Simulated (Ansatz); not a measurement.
# P: energy along a strain

P, P4/mmm, a = 4.273 Å, c = 4.378 Å (as given, not relaxed at this level: -4.0 GPa). This isn't the element's structure at ambient conditions. Ansatz: r2SCAN, PAW, 500 eV, Γ-centred 12×12×12 mesh on 1 atom, Gaussian smearing 0.15 eV; no spin polarisation. Cell vectors (Å): 4.273 0.000 0.000; 0.000 4.273 0.000; 0.000 0.000 4.378. The cell is strained by x per cent times the pattern (0 0 0 0 1 0) in the order xx yy zz yz xz xy (engineering shears), with fractional coordinates held. y is the free energy over the start, V0 = 79.932 Å³/atom. Symmetry makes y even in x. Points with a strain past 8.5 % were computed too (2) and aren't used here.

```tsv
x (%)	y (meV/atom)
-5.00	1.18
0.00	0.00
1.25	0.07
2.50	0.30
3.75	0.66
6.25	1.83
7.50	?
```

Q: Fit y = c2 x² + c4 x⁴ to the other rows, get the stiffness along the pattern, and predict the missing energy.

A: Least squares on the rows shown. y = 0.04747 x² − 1.549×10⁻⁵ x⁴. The clamped-ion stiffness p·C·p = 2 × 0.4747 eV × 160.2 / 79.932 Å³ = 1.9 GPa, which is C55 in these axes (second derivative at the start, which stands under stress). At x = 7.50 the fit asked for gives 2.62 meV/atom. The run gave 2.62 meV/atom, the same to the digits shown.